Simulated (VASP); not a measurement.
KMgF3, 5 atoms in the cell. It takes space group Pm-3m (No. 221, cubic). Conventional cell: a = 4.060 Å, b = 4.060 Å, c = 4.060 Å, α = 90.00°, β = 90.00°, γ = 90.00°. Around K (site symmetry m-3m) lie 12 F at 2.87 Å. Mg (site symmetry m-3m) is surrounded by 6 F at 2.03 Å. Around F (site symmetry 4/mmm) lie 2 Mg at 2.03 Å.  The cell isn't the ideal one: a relaxed cell with its volume scaled by 1.04.

* Program: VASP 6.6.1
* Task: relaxation of the atoms
* Functional: PBE
* Dispersion: D3(BJ)
* Potentials or basis: VASP PAW PBE potentials, release 64 (K_sv, Mg, F)
* Cutoff: 600 eV
* k mesh: 8 × 8 × 8
* Occupations: gaussian, width 0.03 eV
* Spin: no spin polarisation
* Further INCAR settings: ALGO = Normal; EDIFF = 1e-07; IBRION = 2; EDIFFG = -0.01; NSW = 40

Potentials or basis: VASP PAW PBE potentials, release 64 (K_sv, Mg, F).

Launch:

```sh
$ cat potpaw_PBE.64/K_sv/POTCAR potpaw_PBE.64/Mg/POTCAR potpaw_PBE.64/F/POTCAR > POTCAR
$ mpirun -np 1 vasp_std > vasp.out
```

Hardware: 1 thread of Intel(R) Xeon(R) 6975P-C (Granite Rapids), with other jobs on the host.

**Question.** Estimate the wall time of this run.

**Answer.** Wall time 16 s on 1 thread of Intel(R) Xeon(R) 6975P-C (Granite Rapids) (shared host), peak memory 0.22 GiB. Counts: scf iterations 15, k points 35, ion steps 1.
